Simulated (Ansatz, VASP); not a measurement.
Ba in VASP and in Ansatz

```xyz
1
Lattice="-2.5125 2.5125 2.5125 2.5125 -2.5125 2.5125 2.5125 2.5125 -2.5125" Properties=species:S:1:pos:R:3 pbc="T T T"
Ba    0.0000    0.0000    0.0000
```

Alike in both runs: task single point; functional PBE; k mesh 9 × 9 × 9; occupations fermi-dirac, width 0.01 eV; no spin polarisation.

|  | VASP | Ansatz |
| --- | --- | --- |
| version | VASP 6.6.1 | Ansatz 0.2.0 |
| potentials or method | VASP PAW PBE potentials, release 64 (Ba_sv) | plane waves (420 eV) with PAW, scalar-relativistic |
| plane-wave cutoff (eV) | 520 | 420 |
| valence electrons in the cell | 10 | 10 |

```csv
,VASP,Ansatz,Ansatz less VASP
pressure (GPa),0.1,0.0,-0.06
```

The functional is the same, so the differences come from potentials, cutoffs and numerics.

Spin-orbit coupling is left out, which matters for the levels of Ba.
